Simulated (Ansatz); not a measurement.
## GaN: the gap against volume

GaN, F-43m, a = 4.548 Å. This isn't the usual stable structure of the compound. Ansatz: PBE, PAW, 420 eV, Γ-centred 10×10×10 mesh on 2 atoms, Gaussian smearing 0.02 eV; no spin polarisation. Symmetry fixes shape and atoms, so the cell is only scaled; x = ln(V/V0) with V0 = 11.763 Å³/atom. The gap is read at the mesh points alone.

```tsv
x	gap y (eV)
-0.1278	2.357
-0.0943	2.143
-0.0619	1.935
-0.0305	1.736
0.0000	1.541
0.0296	1.352
0.0583	1.172
0.0953	?
```

Q: Fit a straight line to the other rows, give the volume deformation potential of the gap and its pressure coefficient, and predict the missing gap. B0 = 171.7 GPa.

A: Means x = -0.03237, y = 1.7480; Σ(Δx)² = 0.02693, ΣΔxΔy = -0.1716; the slope is their ratio. y = 1.5417 − 6.3725 x. The slope is the deformation potential a = dE_g/d ln V = -6.37 eV, and dE_g/dP = −a/B0 = 37.1 meV/GPa. At x = 0.0953 the fit asked for gives 0.934 eV. The run gave 0.938 eV, so the fit is 0.004 eV too low, a small miss on the scale of the series.

Semilocal functionals give gaps under the measured ones; changes of the gap mostly carry over better.